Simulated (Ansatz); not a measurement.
CaF2:
```
CELL_PARAMETERS angstrom
      0.00000     2.71041     2.71041
      2.71041     0.00000     2.71041
      2.71041     2.71041     0.00000
ATOMIC_POSITIONS crystal
  Ca 0.00000 0.00000 0.00000
  F  0.75000 0.75000 0.75000
  F  0.25000 0.25000 0.25000
```

Relaxed with PBEsol. Special points in fractions of this cell's reciprocal vectors: Γ (0.000, 0.000, 0.000); X (0.500, 0.000, 0.500); U (0.625, 0.250, 0.625); K (0.375, 0.375, 0.750); L (0.500, 0.500, 0.500); W (0.500, 0.250, 0.750).

Problem. List the band energies nearest the valence-band maximum at these points for the program Ansatz at the PBEsol level (PAW).

Solution. In eV from the valence-band maximum; about four levels below and three above (degenerate sets whole), none deeper than 8.9 eV; points with the same levels are listed once.

| k | below | above |
|---|---|---|
| Γ | -2.21 -2.21 -2.21 -0.26 -0.26 -0.26 | 7.25 9.22 9.22 |
| X | -1.70 -1.70 -0.38 -0.38 0.00 | 8.09 9.61 10.20 |
| U | -1.55 -0.68 -0.45 -0.10 | 8.36 9.81 9.91 |
| L | -1.34 -1.29 -0.86 -0.86 | 9.45 9.45 9.86 |
| W | -1.08 -1.08 -0.29 -0.09 | 8.43 9.84 10.04 10.04 |

Space group Fm-3m (fluorite). Symmetry was held in the PBEsol relaxation.

Potentials: the later of the program's two PAW sets.
